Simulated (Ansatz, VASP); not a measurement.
# Two plane-wave programs on In3Se

```xyz
4
Lattice="4.7749 0.0000 0.0000 0.0000 4.7749 0.0000 0.0000 0.0000 4.7749" Properties=species:S:1:pos:R:3 pbc="T T T"
In    0.0000    2.3874    2.3874
In    2.3874    0.0000    2.3874
In    2.3874    2.3874    0.0000
Se    0.0000    0.0000    0.0000
```

Alike in both runs: task single point; functional PBEsol; k mesh 10 × 10 × 10; occupations gaussian, width 0.1 eV; no spin polarisation.

|  | VASP | Ansatz |
| --- | --- | --- |
| version | VASP 6.6.1 | Ansatz 0.2.0 |
| potentials or method | VASP PAW PBE potentials, release 64 (In_d, Se) | scalar-relativistic, plane waves, PAW |
| plane-wave cutoff (eV) | 520 | 420 |
| valence electrons in the cell | 45 | 55 |

|  | VASP | Ansatz | Ansatz less VASP |
| --- | --- | --- | --- |
| gap on the k mesh at the Fermi level (eV) | none | none | - |
| pressure (GPa) | -2.5 | -2.5 | +0.01 |

A gap of «none» marks a metal or a gap that the smearing closes. The two sets of potentials don't hold the same shells in valence.

Caveats: the PAW data sets were made with another functional, which shifts forces and pressure a little (VASP).
